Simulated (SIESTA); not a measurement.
Se: equation of state with PBE

The system is Se.

```
CELL_PARAMETERS angstrom
1.39427 -4.03900 0.00000
1.39427 4.03900 0.00000
0.00000 0.00000 4.61343
ATOMIC_POSITIONS crystal
Se 0.06434 0.93566 0.25000
Se 0.93566 0.06434 0.75000
```

This isn't the form of Se at room conditions, which is trigonal, of chains.

```json
{"Program": "SIESTA 5.4.2", "Task": "equation of state", "Functional": "PBE", "Potentials or basis": "PseudoDojo 0.4 standard (PBE files)", "Basis": "DZP (energy shift 0.002 Ry)", "Grid cutoff": "500 Ry", "Energy shift": "0.002 Ry", "k mesh": "10 × 10 × 6", "Occupations": "fermi-dirac, width 0.05 eV", "Spin": "no spin polarisation"}
```

- Equilibrium volume: 29.95 Å³/atom (rough: see the caveat)
- Bulk modulus at fixed shape and positions: 27 GPa (rough)

Energy against volume, from the lowest point:
| volume (Å³/atom) | energy (meV/atom) |
| --- | --- |
| 24.422 | 144.36 |
| 24.941 | 106.18 |
| 25.461 | 74.29 |
| 25.980 | 49.44 |
| 26.500 | 28.42 |
| 27.020 | 12.12 |
| 27.539 | 0.00 |

All runs of the series together: 4.2 min on 1 thread of Intel(R) Xeon(R) Platinum 8488C (Sapphire Rapids), with other jobs on the host.

Caveat: the fit is doubtful: noisy points or a state that changes with volume; the minimum lies outside the volumes run; semicore shells carry a single zeta, which can move pressures by several GPa and volumes by a few percent; the cell was scaled at fixed shape and fractional positions, which overstates the stiffness of a crystal with free parameters, most of all of layers and chains; the basis of atomic orbitals isn't converged, which shifts pressures, moduli and gaps.
